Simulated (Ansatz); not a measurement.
The following input was run with Ansatz 0.2.0.

```yaml
crystal:
  lattice:
    - [3.6210708598, 0.0, 0.0]
    - [0.0, 3.6210708598, 0.0]
    - [0.0, 0.0, 5.2824584839]
  atoms:
    - { symbol: Zr, position: [0.0, 0.0, 0.0] }
    - { symbol: Zr, position: [0.5, 0.5, 0.5] }
    - { symbol: O, position: [0.0, 0.5, 0.1927881315] }
    - { symbol: O, position: [0.0, 0.5, 0.6927881315] }
    - { symbol: O, position: [0.5, 0.0, 0.3072118685] }
    - { symbol: O, position: [0.5, 0.0, 0.8072118685] }
basis:
  ecutwfc: 420
kpoints:
  mp_grid: { grid: [6, 6, 6] }
hamiltonian:
  xc: pbe
scf:
  occupations: { method: gaussian, width: 0.02 }
output:
  forces: false
  stress: false
  eigenvalues: true
  eigenstates:
    kpoints:
      - [0.229167, 0.234375, 0.0]
      - [0.240693227, 0.234375, 0.0]
      - [0.217640773, 0.234375, 0.0]
      - [0.229167, 0.245901227, 0.0]
      - [0.229167, 0.222848773, 0.0]
      - [0.229167, 0.234375, 0.016814588]
      - [0.229167, 0.234375, -0.016814588]
      - [0.237317273, 0.242525273, 0.0]
      - [0.221016727, 0.226224727, 0.0]
      - [0.237317273, 0.234375, 0.011889709]
      - [0.221016727, 0.234375, -0.011889709]
      - [0.229167, 0.242525273, 0.011889709]
      - [0.229167, 0.226224727, -0.011889709]
      - [0.23582167, 0.24102967, 0.009707907]
      - [0.22251233, 0.22772033, -0.009707907]
      - [0.0, 0.0, 0.0]
      - [0.011526227, 0.0, 0.0]
      - [-0.011526227, 0.0, 0.0]
      - [0.0, 0.011526227, 0.0]
      - [0.0, -0.011526227, 0.0]
      - [0.0, 0.0, 0.016814588]
      - [0.0, 0.0, -0.016814588]
      - [0.008150273, 0.008150273, 0.0]
      - [-0.008150273, -0.008150273, 0.0]
      - [0.008150273, 0.0, 0.011889709]
      - [-0.008150273, 0.0, -0.011889709]
      - [0.0, 0.008150273, 0.011889709]
      - [0.0, -0.008150273, -0.011889709]
      - [0.00665467, 0.00665467, 0.009707907]
      - [-0.00665467, -0.00665467, -0.009707907]
    e_range: [-5.534054, 5.534054]
magnetization:
  noncollinear: true
  spin_orbit: true
checkpoint:
  read: start.run
  write: ck
  compress: false
  write_wavefunctions: false
  write_every: 100000
```

Launched with
```bash
ansatz run input.yaml --threads 2 --pin off --max-ram 5120MiB --backend cpu --events-out ev --progress --plain --runs-dir out
```

The calculation used DFT PBE, spin-orbit coupling, plane waves, PAW in Ansatz.

From the run's log, abridged (iterations and final results):

```
SCF iter   1: F=—  HF=-10649.561590 eV  |F-HF|=—  |Δ(HF+E_count)|=         —  Δρ=4.78e-6  dr2=7.94e-9  dr2_m=0.00e0 (ungated) ethr=9.34e-10  |M|=0.00e0 ∫|m|=0.00e0 μB  |m|>n=0.0e0 m-floor=0.0e0 τ_xc=0.0e0  β_m=0.30  ⟨swp⟩=4.8  Hψ=10533  notcnv=0
spin=Noncollinear: Resta preconditioning applied to the charge; magnetization (m_x, m_y, m_z) channels mix plain (no charge-response kernel on spin).
SCF iter   2: F=-10649.561590 eV  HF=-10649.561590 eV  |F-HF|=1.78e-8  |Δ(HF+E_count)|=   1.28e-8  Δρ=3.55e-6  dr2=4.12e-9  dr2_m=0.00e0 (ungated) ethr=1.65e-11  |M|=0.00e0 ∫|m|=0.00e0 μB  |m|>n=0.0e0 m-floor=0.0e0 τ_xc=0.0e0  ⟨swp⟩=4.8  Hψ=2979  notcnv=0
SCF 1 converged in 2 iterations: F = -10649.561590 eV  dr2 = 4.12e-9
SCF converged after 2 iterations
Magnetization: |M| = 0.0000 μB, M = (+0.0000, +0.0000, +0.0000) μB
Absolute magnetization: 0.0000 μB (∫|m|)
  site 0: m = (+0.0000, +0.0000, +0.0000) μB, |m| = 0.0000 μB  (R = 0.86 Å)
  site 1: m = (+0.0000, +0.0000, +0.0000) μB, |m| = 0.0000 μB  (R = 0.86 Å)
  site 2: m = (+0.0000, +0.0000, +0.0000) μB, |m| = 0.0000 μB  (R = 0.86 Å)
  site 3: m = (+0.0000, +0.0000, +0.0000) μB, |m| = 0.0000 μB  (R = 0.86 Å)
  site 4: m = (+0.0000, +0.0000, +0.0000) μB, |m| = 0.0000 μB  (R = 0.86 Å)
  site 5: m = (+0.0000, +0.0000, +0.0000) μB, |m| = 0.0000 μB  (R = 0.86 Å)
Free energy (F): -10649.561590 eV
Harris-Foulkes:  -10649.561590 eV  (|F-HF|=1.78e-8)
Internal energy: -10649.561590 eV  (E = F + TS)
E sigma→0 (E₀):  -10649.561590 eV
Fermi energy:    12.739296 eV
--- Per-component energies (eV) ---
  E_band       = -163.023643
  E_kinetic    = 1372.175799
  E_local      = -2392.165611  (includes V_loc(G=0)·N_el)
  E_nonlocal   = 343.118717
  E_hartree    = 789.090904
  E_xc         = -622.840063
  E_vxc        = -764.171924  (∫ρ·V_xc dr)
  E_paw        = -6539.341648  (= ΣΔE_a)
  E_vpaw       = -300.172090  (= ΣTr[D̂ρ^β])
  E_aug_tail   = 0.010040  (compensation charges beyond the density's cutoff)
  E_ewald      = -3599.609728
  E_smearing   =  0.000000  (= −TS)
--- Band table (eV; the first three rows and the last of 40) ---
  k-point 0: bands = ["-36.7306", "-36.7306", "-36.6854", "-36.6854", "-16.0989", "-16.0989", "-15.8420", "-15.8420", "-14.5245", "-14.5245", "-14.1947", "-14.1947", "-14.0864", "-14.0864", "-14.0549", "-14.0549", "-6.6843", "-6.6843", "-5.5153", "-5.5153", "-4.9841", "-4.9841", "-4.6848", "-4.6848", "6.0686", "6.0686", "6.2437", "6.2437", "6.4330", "6.4330", "6.4443", "6.4443", "8.3730", "8.3730", "8.4596", "8.4596", "9.3800", "9.3800", "9.3993", "9.3993", "9.8774", "9.8774", "10.5594", "10.5594", "10.6313", "10.6313", "10.6368", "10.6368", "14.7675", "14.7675", "15.2907", "15.2907", "15.8826", "15.8826", "16.1532", "16.1532", "17.2577", "17.2577", "17.4651", "17.4651"]
  k-point 1: bands = ["-36.7276", "-36.7276", "-36.6884", "-36.6884", "-16.0813", "-16.0813", "-15.8588", "-15.8588", "-14.4998", "-14.4998", "-14.1855", "-14.1855", "-14.1213", "-14.1213", "-14.0644", "-14.0644", "-6.5777", "-6.5777", "-5.4640", "-5.4640", "-5.1156", "-5.1156", "-4.7396", "-4.7396", "6.2604", "6.2604", "6.4916", "6.4916", "6.5091", "6.5091", "6.5163", "6.5163", "8.0781", "8.0781", "8.1379", "8.1379", "9.5189", "9.5189", "9.6471", "9.6471", "9.6494", "9.6494", "10.1652", "10.1652", "10.6466", "10.6466", "10.6545", "10.6545", "14.8317", "14.8317", "15.3975", "15.3975", "15.7949", "15.7949", "16.1262", "16.1262", "17.5563", "17.5563", "17.8763", "17.8763"]
  k-point 2: bands = ["-36.7193", "-36.7193", "-36.6967", "-36.6967", "-16.0336", "-16.0336", "-15.9050", "-15.9050", "-14.4294", "-14.4294", "-14.2120", "-14.2120", "-14.1600", "-14.1600", "-14.0902", "-14.0902", "-6.2848", "-6.2848", "-5.4496", "-5.4496", "-5.3199", "-5.3199", "-4.8983", "-4.8983", "6.7259", "6.7259", "6.7266", "6.7266", "6.8250", "6.8250", "7.1684", "7.1684", "7.5812", "7.5812", "7.6152", "7.6152", "8.6660", "8.6660", "9.2253", "9.2253", "9.9864", "9.9864", "9.9939", "9.9939", "10.6849", "10.6849", "10.6899", "10.6899", "15.0135", "15.0135", "15.5667", "15.5667", "15.6650", "15.6650", "16.0902", "16.0902", "18.2576", "18.2576", "18.7406", "18.7406"]
  k-point 39: bands = ["-36.6771", "-36.6771", "-36.6771", "-36.6771", "-16.1416", "-16.1416", "-16.1416", "-16.1416", "-14.5790", "-14.5790", "-14.5790", "-14.5790", "-14.3308", "-14.3308", "-14.3308", "-14.3308", "-5.0558", "-5.0558", "-5.0558", "-5.0558", "-4.9393", "-4.9393", "-4.9393", "-4.9393", "6.6107", "6.6107", "6.6107", "6.6107", "6.9965", "6.9965", "6.9965", "6.9965", "8.9657", "8.9657", "8.9657", "8.9657", "9.0183", "9.0183", "9.0183", "9.0183", "9.2192", "9.2192", "9.2192", "9.2192", "10.6075", "10.6075", "10.6075", "10.6075", "15.8109", "15.8109", "15.8109", "15.8109", "16.4296", "16.4296", "16.4296", "16.4296", "16.9586", "16.9586", "16.9586", "16.9586"]
```

The run converged.

Time: 24 s on 2 threads of Arm Neoverse V2, on a shared host, peak memory 0.6 GiB.

The run starts from the saved density of an earlier one, so iterations and time are fewer than from atoms.